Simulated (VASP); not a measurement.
Bi: single point with PBE+D3(BJ)

Crystal: Bi.

```
CELL_PARAMETERS angstrom
-3.91688 3.91688 1.48779
3.91688 -3.91688 1.48779
3.91688 3.91688 -1.48779
ATOMIC_POSITIONS crystal
Bi 0.00000 0.00000 0.00000
```

The cell isn't the ideal one: strain -0.080 along x and y, +0.040 along z, atoms carried along.

| Item | Value |
| --- | --- |
| Program | VASP 6.6.1 |
| Task | single point |
| Functional | PBE |
| Dispersion | D3(BJ) |
| Potentials or basis | VASP PAW PBE potentials, release 64 (Bi_d) |
| Cutoff | 520 eV |
| k mesh | 10 × 10 × 10 |
| Occupations | gaussian, width 0.05 eV |
| Spin | no spin polarisation |

- Pressure: -1.1 GPa
- Band gap on the k mesh: none (metal or under the smearing width)
- Dispersion energy per atom: -0.147 eV

Stress tensor (GPa, compression positive):
```
-0.63  0.00  0.00
 0.00 -0.63  0.00
 0.00  0.00 -1.90
```

Levels at points of the mesh, in eV from the Fermi level:
```csv
k point,band 5,band 6,band 7,band 8,band 9,band 10,band 11,band 12
"(0.00, 0.00, 0.00)",-22.33,-11.38,-0.99,-0.99,2.83,4.79,7.82,8.12
"(0.50, 0.00, 0.00)",-22.16,-8.33,-3.33,1.63,1.65,5.81,6.14,8.20
"(0.50, 0.50, 0.00)",-22.33,-11.36,-1.65,-0.92,4.09,5.57,6.23,7.78
"(0.50, 0.50, 0.50)",-22.33,-11.34,-1.53,-1.53,3.89,7.51,7.51,7.74
```

It took 120 s on 1 thread of Intel(R) Xeon(R) 6975P-C (Granite Rapids), with other jobs on the host, peak memory 0.38 GiB.

Caveat: spin-orbit coupling is left out, which moves the levels of the heavy elements; pairwise dispersion overbinds metals, which lowers pressure and volume.
